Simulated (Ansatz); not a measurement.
BaS in the rocksalt structure, relaxed with r2SCAN in the plane-wave code Ansatz. Space group Fm-3m (No. 225), cubic; conventional cell a = 6.424 Å, 33.13 Å³ an atom. Ba has 6 S at 3.21 Å; S has 6 Ba at 3.21 Å.

The axes x, y and z are those of this cell:
```
CELL_PARAMETERS angstrom
0.00000 3.21180 3.21180
3.21180 0.00000 3.21180
3.21180 3.21180 0.00000
ATOMIC_POSITIONS crystal
Ba 0.00000 0.00000 0.00000
S 0.50000 0.50000 0.50000
```

Unstrained: The PBE gap is indirect, 2.230 eV (Γ to X), below the direct gap of 2.345 eV at X. With r2SCAN the valence top lies at Γ and the conduction bottom at X, 2.578 eV higher; the smallest vertical gap, at X, is 2.692 eV. HSE06 gives an indirect gap of 3.138 eV, from Γ to X; the least direct gap is 3.277 eV at X. Meshes: PBE 8×8×8, r2SCAN 8×8×8, HSE06 6×6×6. Strains are changes of length per length. After each strain the atoms were relaxed again with r2SCAN within the symmetry that the strain leaves, so tilts or polar shifts that break it weren't tested; points keep the names that they have in the unstrained zone. No spin polarisation and no zero-point or thermal motion.

(1) Estimate what uniaxial -3.16 % along x, other directions held does to the gap.

(2) Apply uniaxial -5.91 % along z, other directions held. How far does the gap move, against the unstrained cell?

(3) Apply isotropic +2.34 % on every length. How far does the gap move, against the unstrained cell?

(4) Order the strained cells by their HSE06 gap, smallest first.
A. isotropic +2.34 % on every length
B. uniaxial -3.16 % along x, other directions held
C. uniaxial -5.91 % along z, other directions held

## Answers

(1) PBE: the gap goes from 2.230 to 2.091 eV (-0.139 eV); with r2SCAN the top three valence levels at Γ, degenerate before, become 1+2 from the top over 118 meV. r2SCAN: the gap goes from 2.578 to 2.429 eV (-0.149 eV). HSE06: the gap goes from 3.138 to 3.000 eV (-0.138 eV). The r2SCAN energy rises by 11.9 meV an atom.

(2) PBE: the gap goes from 2.230 to 1.927 eV (-0.303 eV); with r2SCAN the top three valence levels at Γ, degenerate before, become 1+2 from the top over 266 meV. r2SCAN: the gap goes from 2.578 to 2.254 eV (-0.324 eV). HSE06: the gap goes from 3.138 to 2.836 eV (-0.302 eV). The r2SCAN energy rises by 46.7 meV an atom.

(3) PBE: the gap goes from 2.230 to 2.313 eV (+0.083 eV). r2SCAN: the gap goes from 2.578 to 2.661 eV (+0.083 eV). HSE06: the gap goes from 3.138 to 3.219 eV (+0.081 eV). The r2SCAN energy rises by 20.6 meV an atom.

(4) C (2.84 eV), B (3.00 eV), A (3.22 eV).

Spin-orbit coupling is left out.

The meshes of the hybrids are coarse, so their gaps aren't converged to the digits shown.

The splittings at Γ are without spin-orbit coupling, which regroups them where it is of like size or larger.
